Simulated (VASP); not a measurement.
Ti:

```
Ti
1.0
    -1.64100    1.64100    1.64100
     1.64100   -1.64100    1.64100
     1.64100    1.64100   -1.64100
Ti
1
Cartesian
  0.0000 0.0000 0.0000
```

This isn't the form of Ti at room conditions, which is hcp.

| Quantity | Value |
| --- | --- |
| Program | VASP 6.6.1 |
| Task | relaxation of cell and atoms |
| Functional | PBEsol |
| Potentials or basis | VASP PAW PBE potentials, release 64 (Ti_sv) |
| Cutoff | 600 eV |
| k mesh | 18 × 18 × 18 |
| Occupations | gaussian, width 0.1 eV |
| Spin | no spin polarisation |

At the start: pressure -6.9 GPa; volume 17.68 Å³/atom.

Problem. How do energy, volume and symmetry change on relaxing?

Solution. Over 3 steps the energy falls by 26.8 meV/atom and the volume is 16.50 Å³/atom (-6.7 %); space group Im-3m (No. 229, to 0.05 Å).

Step by step:
| step | energy change (eV) | largest force (eV/Å) | pressure (GPa) | volume (Å³) |
| --- | --- | --- | --- | --- |
| 1 | 0.0000 | 0.0000 | -6.92 | 17.68 |
| 2 | -0.0156 | 0.0000 | 5.24 | 15.79 |
| 3 | -0.0268 | 0.0000 | 0.01 | 16.50 |

Final structure:
```cif
data_structure
_symmetry_space_group_name_H-M 'P 1'
_symmetry_Int_Tables_number 1
_cell_length_a 2.7778
_cell_length_b 2.7778
_cell_length_c 2.7778
_cell_angle_alpha 109.471
_cell_angle_beta 109.471
_cell_angle_gamma 109.471
_cell_volume 16.50
loop_
_atom_site_label
_atom_site_type_symbol
_atom_site_fract_x
_atom_site_fract_y
_atom_site_fract_z
_atom_site_occupancy
Ti1 Ti 0.00000 0.00000 0.00000 1
```

Caveat: the PAW data sets were made with another functional, which shifts forces and pressure a little.
